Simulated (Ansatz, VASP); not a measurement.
Given: the input of a run of Ansatz 0.2.0 on Te2Mo. 

input.yaml

```yaml
crystal:
  lattice:
    - [3.5182, 0.0, 0.0]
    - [-1.7591, 3.0468505756, 0.0]
    - [0.0, 0.0, 13.9736]
  atoms:
    - { symbol: Te, position: [0.6666666667, 0.3333333333, 0.379] }
    - { symbol: Te, position: [0.3333333333, 0.6666666667, 0.879] }
    - { symbol: Te, position: [0.6666666667, 0.3333333333, 0.121] }
    - { symbol: Te, position: [0.3333333333, 0.6666666667, 0.621] }
    - { symbol: Mo, position: [0.6666666667, 0.3333333333, 0.75] }
    - { symbol: Mo, position: [0.3333333333, 0.6666666667, 0.25] }
hamiltonian:
  xc: revpbe
  pseudopotentials: { kind: paw }
  dispersion: d3bj
kpoints:
  mp_grid: { grid: [7, 7, 2] }
scf:
  occupations: { method: fermi_dirac, width: 0.05 }
output:
  forces: true
  stress: true
  eigenvalues: true
relax:
  f_tol: 0.01
  max_steps: 40
  cell: { stress_tol: 0.05 }
```

Potentials or basis: Ansatz PAW.

Command:

```console
$ ansatz run input.yaml --threads 2 --pin off --max-ram 5632MiB --backend cpu --events-out ev --progress --plain --runs-dir out
```

Q: Set up the same calculation for VASP 6.6.1. Potentials or basis there: PBE PAW files Mo_sv, Te, 600 eV.

A: As run (cutoffs and basis follow the program's own potentials, and thresholds, step limits or extra output files can differ):

Contents of INCAR:

```
PREC = Accurate
ENCUT = 600
EDIFF = 1E-6
ISMEAR = -1
SIGMA = 0.05
LREAL = F
LASPH = T
NELM = 80
ALGO = Fast
ISIF = 3
LWAVE = F
LCHARG = F
GGA = RE
IVDW = 12
IBRION = 2
NSW = 60
EDIFFG = -0.01
```

Contents of KPOINTS:

```
regular mesh
0
Gamma
  7 7 2
```

File POSCAR:

```
Te2Mo
1.0
    3.5182000000      0.0000000000      0.0000000000
   -1.7591000000      3.0468505756      0.0000000000
    0.0000000000      0.0000000000     13.9736000000
Te Mo
4 2
Direct
    0.6666666667      0.3333333333      0.3790000000
    0.3333333333      0.6666666667      0.8790000000
    0.6666666667      0.3333333333      0.1210000000
    0.3333333333      0.6666666667      0.6210000000
    0.6666666667      0.3333333333      0.7500000000
    0.3333333333      0.6666666667      0.2500000000
```

Potentials or basis: VASP PAW PBE potentials, release 64 (Te, Mo_sv).

The run is started by

```bash
$ cat potpaw_PBE.64/Te/POTCAR potpaw_PBE.64/Mo_sv/POTCAR > POTCAR
$ mpirun -np 1 vasp_std > vasp.out
```

Both were run:

|  | Ansatz | VASP |
| --- | --- | --- |
| Relaxed volume | 23.17 Å³/atom | 23.15 Å³/atom |
| Relaxed cell | a = 3.462 Å, b = 3.462 Å, c = 13.392 Å, α = 90.00°, β = 90.00°, γ = 120.00° | a = 3.461 Å, b = 3.461 Å, c = 13.389 Å, α = 90.00°, β = 90.00°, γ = 120.00° |
| Space group after relaxing | P6_3/mmc (No. 194) | P6_3/mmc (No. 194) |
| Pressure after relaxing | 0.0 GPa | 0.0 GPa |

Ansatz's pressure holds a Pulay term of +0.04 GPa for its cutoff of 420 eV, which the other run lacks.

The potentials hold 92 and 52 valence electrons a cell.

Ansatz's potentials were made for PBE. VASP's potentials were made for PBE.

Where Ansatz's input types no cutoff or centring, it takes its own default and a Γ-centred mesh.

Pressure is positive in compression.
